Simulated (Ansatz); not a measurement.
Here is an Ansatz 0.2.0 calculation.

Contents of input.yaml:

```yaml
crystal:
  lattice:
    - [-1.8713408863, 1.8713408863, 1.8713408863]
    - [1.8713408863, -1.8713408863, 1.8713408863]
    - [1.8713408863, 1.8713408863, -1.8713408863]
  atoms:
    - { symbol: Sb, position: [0.0, 0.0, 0.0] }
hamiltonian:
  xc: blyp
  pseudopotentials: { kind: paw }
kpoints:
  mp_grid: { grid: [10, 10, 10] }
  band_path:
    path:
      - [[0.0, 0.0, 0.0], [0.5, -0.5, 0.5], [0.0, 0.0, 0.5], [0.0, 0.0, 0.0], [0.25, 0.25, 0.25], [0.5, -0.5, 0.5]]
      - [[0.25, 0.25, 0.25], [0.0, 0.0, 0.5]]
    npoints: 14
scf:
  occupations: { method: fermi_dirac, width: 0.05 }
  n_extra_bands: 6
output:
  forces: true
  stress: true
  eigenvalues: true
  fatbands: false
  write_density: true
  write_potential: true
  elf: true
  volumetric_format: npy
```

Potentials or basis: Ansatz PAW.

Launch:

```console
$ ansatz run input.yaml --threads 2 --pin off --max-ram 5632MiB --backend cpu --events-out ev --progress --plain --runs-dir out
```

Task: Estimate the pressure.

Result: 9.0 GPa.

Task: Estimate the band gap on the k mesh.

Result: None (metal or under the smearing width).

Levels at the corners of the path, in eV from the Fermi level:
| point | band 4 | band 5 | band 6 | band 7 | band 8 | band 9 | band 10 | band 11 |
| --- | --- | --- | --- | --- | --- | --- | --- | --- |
| Γ | -29.15 | -29.15 | -13.06 | 5.49 | 5.49 | 5.49 | 11.46 | 11.46 |
| H | -29.11 | -29.11 | -5.71 | -2.06 | -2.06 | -2.06 | 3.33 | 3.33 |
| N | -29.15 | -29.10 | -8.97 | -5.62 | 1.64 | 3.81 | 6.89 | 7.38 |
| Γ | -29.15 | -29.15 | -13.06 | 5.49 | 5.49 | 5.49 | 11.46 | 11.46 |
| P | -29.16 | -29.16 | -8.00 | -2.74 | -2.74 | -2.74 | 16.18 | 16.18 |
| H | -29.11 | -29.11 | -5.71 | -2.06 | -2.06 | -2.06 | 3.33 | 3.33 |
| P | -29.16 | -29.16 | -8.00 | -2.74 | -2.74 | -2.74 | 16.18 | 16.18 |
| N | -29.15 | -29.10 | -8.97 | -5.62 | 1.64 | 3.81 | 6.89 | 7.38 |

Caveat: spin-orbit coupling is left out, which moves the levels of the heavy elements; the PAW data sets come from PBE, with cores solved anew for the run's functional, which leaves a small shift of forces and pressure.
